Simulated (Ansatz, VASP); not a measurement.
## MgS in VASP and in Ansatz

File INCAR:

```
PREC = Accurate ; ENCUT = 520
EDIFF = 1E-7 ; ISMEAR = 0
SIGMA = 0.05 ; LREAL = False
LASPH = True ; NELM = 60
ALGO = Normal ; ISIF = 2
LWAVE = False ; LCHARG = False
GGA = PE ; NBANDS = 11
```

KPOINTS

```
regular mesh
0
Gamma
  8 8 8
```

Contents of POSCAR:

```
MgS
1.0
    0.0000000000      2.7057160000      2.4975840000
    2.7057160000      0.0000000000      2.4975840000
    2.7057160000      2.7057160000      0.0000000000
Mg S
1 1
Direct
    0.0000000000      0.0000000000      0.0000000000
    0.5000000000      0.5000000000      0.5000000000
```

Input for Ansatz:

```yaml
crystal:
  lattice:
    - [0.0, 2.705716, 2.497584]
    - [2.705716, 0.0, 2.497584]
    - [2.705716, 2.705716, 0.0]
  atoms:
    - { symbol: Mg, position: [0.0, 0.0, 0.0] }
    - { symbol: S, position: [0.5, 0.5, 0.5] }
basis:
  ecutwfc: 420
kpoints:
  mp_grid: { grid: [8, 8, 8] }
hamiltonian:
  xc: pbe
scf:
  occupations: { method: gaussian, width: 0.05 }
output:
  forces: true
  stress: true
  eigenvalues: true
```

Change from the starting cell: strain +0.040 along x and y, -0.040 along z, atoms carried along.

Alike in both runs: task single point; functional PBE; k mesh 8 × 8 × 8; occupations gaussian, width 0.05 eV; no spin polarisation.

|  | VASP | Ansatz |
| --- | --- | --- |
| version | VASP 6.6.1 | Ansatz 0.2.0 |
| potentials or method | VASP PAW PBE potentials, release 64 (Mg, S) | scalar-relativistic, plane waves, PAW |
| plane-wave cutoff (eV) | 520 | 420 |
| valence electrons in the cell | 8 | 16 |

|  | VASP | Ansatz | Ansatz less VASP |
| --- | --- | --- | --- |
| gap on the k mesh at the Fermi level (eV) | 2.41 | 2.42 | +0.016 |
| least direct gap on the mesh (eV) | 3.31 | 3.32 | +0.012 |
| pressure (GPa) | -0.9 | -0.6 | +0.28 |
| largest component of the traceless stress (GPa) | 5.25 | 5.28 | +0.033 |

With one functional, cell and mesh, what is left measures potentials, basis and numerics. The two sets of potentials don't hold the same shells in valence.

A k mesh can miss the band edges.
